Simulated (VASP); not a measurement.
In:

```xyz
1
Lattice="-1.8697 1.8697 1.8697 1.8697 -1.8697 1.8697 1.8697 1.8697 -1.8697" Properties=species:S:1:pos:R:3 pbc="T T T"
In    0.0000    0.0000    0.0000
```

The cell was built by a generator and needn't be a form met in nature.

* Program: VASP 6.6.1
* Task: relaxation of cell and atoms
* Functional: BLYP
* Potentials or basis: VASP PAW PBE potentials, release 64 (In_d)
* Cutoff: 600 eV
* k mesh: 12 × 12 × 12
* Occupations: fermi-dirac, width 0.1 eV
* Spin: no spin polarisation

At the start: pressure 6.7 GPa; volume 26.14 Å³/atom.

Task: How do energy, volume and symmetry change on relaxing?

Result: Over 4 steps the energy falls by 91.9 meV/atom and the volume is 31.45 Å³/atom (+20.3 %); space group Im-3m (No. 229, to 0.05 Å).

The path:
| step | energy change (eV) | largest force (eV/Å) | pressure (GPa) | volume (Å³) |
| --- | --- | --- | --- | --- |
| 1 | 0.0000 | 0.0000 | 6.65 | 26.14 |
| 2 | -0.0895 | 0.0000 | 0.82 | 30.47 |
| 3 | -0.0917 | 0.0000 | -0.29 | 31.83 |
| 4 | -0.0919 | 0.0000 | 0.02 | 31.45 |

Final structure:
```
CELL_PARAMETERS angstrom
-1.98858 1.98858 1.98858
1.98858 -1.98858 1.98858
1.98858 1.98858 -1.98858
ATOMIC_POSITIONS crystal
In 0.00000 0.00000 0.00000
```

Caveat: the volume moved by over 15 % at a fixed basis, so the end points are rough; the PAW data sets were made with another functional, which shifts forces and pressure a little.
